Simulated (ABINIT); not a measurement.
Here is an ABINIT 10.8.3 (patched build) calculation.

run.abi

```
# Datasets: ground state, then fixed potential
ndtset 2

# Pseudopotentials
pp_dirpath "./"
pseudos "N.GGA_PBE-JTH.xml, B.GGA_PBE-JTH.xml"

# Structure
acell 4.7209893936 4.7209893937 12.5396556452
rprim
     1.0000000000     0.0000000000     0.0000000000
    -0.5000000000     0.8660254038     0.0000000000
     0.0000000000     0.0000000000     1.0000000000
ntypat 2
znucl 7 5
natom 4
typat 1 1 2 2
xred
     0.6666666667     0.3333333333     0.2500000000
     0.3333333333     0.6666666667     0.7500000000
     0.6666666667     0.3333333333     0.7500000000
     0.3333333333     0.6666666667     0.2500000000

# Plane-wave basis
ecut 26.0
pawecutdg 48.0
pawovlp 30

# Exchange and correlation
ixc -109134

# Bands and occupations
occopt 3
tsmear 0.05 eV

# SCF cycle
nstep 100

# Output
iomode 3
prtwf 0
prteig 0
prtebands 0
prtden1 1

# Dataset 1
kptopt1 1
ngkpt1 12 12 4
nshiftk1 1
shiftk1 0.0 0.0 0.0
nband1 12
tolvrs1 1.0e-9

# Dataset 2: bands along G-M-K-G-A-L-H-A
iscf2 -2
getden2 1
nband2 18
nbdbuf2 4
tolwfr2 1.0e-11
kptopt2 -7
ndivsm2 5
prteig2 1
prtvol2 -3
kptbounds2
     0.0000000000     0.0000000000     0.0000000000
     0.5000000000     0.0000000000     0.0000000000
     0.3333333333     0.3333333333     0.0000000000
     0.0000000000     0.0000000000     0.0000000000
     0.0000000000     0.0000000000     0.5000000000
     0.5000000000     0.0000000000     0.5000000000
     0.3333333333     0.3333333333     0.5000000000
     0.0000000000     0.0000000000     0.5000000000
```

Potentials or basis: JTH PAW PBE v2.0.

The run is started by

```bash
$ abinit run.abi > log 2>&1
```

(1) What does it give for the pressure?

(2) Estimate the band gap on the k mesh.

Answers

(1) 4.4 GPa.

(2) 4.28 eV, indirect (least direct gap 4.66 eV).

Caveat: the PAW data sets were made with another functional, which shifts forces and pressure a little; this functional lacks dispersion, which binds the layers, so the pressure and a relaxed spacing across them are unreliable; the atomic spheres overlap.
